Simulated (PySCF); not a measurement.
These compounds are isomers of formula C3H9N.

A. `CC(C)N`
B. propylamine (SMILES CCCN)
C. `CN(C)C`

Spectrum 1. 13C{1H} NMR (computed): δ 47.2 (CH), 27.1 (CH3).

Spectrum 2. 13C{1H} NMR (computed): δ 48.9 (CH3).

Spectrum 3. 13C{1H} NMR (computed): δ 51.0 (CH2), 30.6 (CH2), 14.0 (CH3).

[PySCF 2.14.0 with density-fitted response routines: J couplings at B3LYP/pcJ-1 (spin–dipole term left out of most H,H and C,H couplings); coordinates at the GFN2-xTB level; shieldings: GIAO PBE0/pcSseg-1; single conformer; one averaged value for each set of equivalent atoms; isolated molecule; no relativistic terms]

Chemical shifts δ = σref − σ; 13C vs TMS, all at this level. Shifts are as computed. Against solution values, carbons near 30 ppm lie about +3 ppm off and those near 130 ppm about +5 ppm. Of 1211 compounds with measured shifts, 218 miss one by over three times the rms of a fit or turn the order of signals round; such compounds aren't used in these exercises.

Match each spectrum to its structure.

Answers

1–A, 2–C, 3–B.

- Spectrum 1 (A): 2 13C signals; δC 47.2 is an sp3 CH bonded to N; δC 27.1 is a methyl carbon.
- Spectrum 2 (C): a single 13C signal, at 48.9 ppm (methyl carbon bonded to N).
- Spectrum 3 (B): 3 13C signals; δC 51.0 is an sp3 CH2 bonded to N; δC 30.6 is an sp3 CH2.
